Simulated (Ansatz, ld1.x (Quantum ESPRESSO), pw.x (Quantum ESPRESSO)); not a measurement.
**pw.x on diamond P: one setting changed**

Potential: norm-conserving Troullier–Martins (Kleinman–Bylander form), ld1.x (Quantum ESPRESSO) 7.5, PBE; core [Ne], reference 3s2 3p3; waves: 3s (bound): rc 1.65 bohr; 3p (bound): rc 1.85 bohr; 3d channel at -0.15 Ry: rc 1.75 bohr; local part: the d channel; core correction: none.

The reference run (k-mesh 8³, cutoffs 55/220 Ry, Fermi–Dirac 0.01 Ry, mixing_beta 0.4, conv_thr 1e-9, no spin) gives -0.51 GPa at 20.949 Å³/atom, where all-electron LAPW gives -0.21 GPa. This run, with its own iteration cap, changes degauss to 0.005.

```
&control
  calculation='scf', prefix='x', pseudo_dir='./', outdir='./tmp', tstress=.true., disk_io='none'
/
&system
  ibrav=0, nat=2, ntyp=1, ecutwfc=55, ecutrho=220, nbnd=12,
  occupations='smearing', smearing='fd', degauss=0.005
/
&electrons
  conv_thr=1e-09, mixing_beta=0.4, electron_maxstep=60
/
ATOMIC_SPECIES
P 1.0 P.UPF
CELL_PARAMETERS angstrom
  0.00000000 2.75668895 2.75668895
  2.75668895 0.00000000 2.75668895
  2.75668895 2.75668895 0.00000000
ATOMIC_POSITIONS crystal
P 0.0000 0.0000 0.0000
P 0.2500 0.2500 0.2500
K_POINTS automatic
8 8 8 0 0 0
```

```bash
pw.x < P.scf.in > P.scf.out
```

Task: How does the run end?

Result: It converges in 7 iterations; the free energy moves by +20.4 meV/atom and the pressure by +0.06 GPa. In a metal, with Fermi–Dirac smearing, F lies below its zero-width value by a term in the square of the width.

```
Message from routine setup:
     using ibrav=0 with symmetry is DISCOURAGED, use correct ibrav instead
     lattice parameter (alat)  =       7.3672  a.u.
     unit-cell volume          =     282.7417 (a.u.)^3
     number of electrons       =        10.00
     number of Kohn-Sham states=           12
     kinetic-energy cutoff     =      55.0000  Ry
     charge density cutoff     =     220.0000  Ry
     scf convergence threshold =      1.0E-09
     Exchange-correlation= PBE
     number of k points=    29  Fermi-Dirac smearing, width (Ry)=  0.0050
     iteration #  1     ecut=    55.00 Ry     beta= 0.40
     total energy              =     -26.31338029 Ry
     estimated scf accuracy    <       0.01664269 Ry
     iteration #  2     ecut=    55.00 Ry     beta= 0.40
     total energy              =     -26.31250723 Ry
     estimated scf accuracy    <       0.00477194 Ry
     iteration #  3     ecut=    55.00 Ry     beta= 0.40
     total energy              =     -26.31270085 Ry
     estimated scf accuracy    <       0.00009468 Ry
     iteration #  4     ecut=    55.00 Ry     beta= 0.40
     c_bands:  1 eigenvalues not converged
     total energy              =     -26.31271278 Ry
     estimated scf accuracy    <       0.00000035 Ry
     iteration #  5     ecut=    55.00 Ry     beta= 0.40
     total energy              =     -26.31271338 Ry
     estimated scf accuracy    <       0.00000001 Ry
     iteration #  6     ecut=    55.00 Ry     beta= 0.40
     total energy              =     -26.31271338 Ry
     estimated scf accuracy    <          6.5E-09 Ry
     iteration #  7     ecut=    55.00 Ry     beta= 0.40
     the Fermi energy is     6.6539 ev
!    total energy              =     -26.31271338 Ry
     estimated scf accuracy    <          2.3E-11 Ry
     smearing contrib. (-TS)   =      -0.00213702 Ry
     The total energy is F=E-TS. E is the sum of the following terms:
     one-electron contribution =       3.59444615 Ry
     hartree contribution      =       2.54180712 Ry
     xc contribution           =      -6.59542946 Ry
     ewald contribution        =     -25.85140018 Ry
     convergence has been achieved in   7 iterations
          total   stress  (Ry/bohr**3)                   (kbar)     P=       -4.51
     Message from routine punch:
     Nothing written, as per user request (disk_io='none')
```

The run took about 6.9 s on one core of a shared host (Neoverse-V2, 96 threads, 742 GiB, load 49).
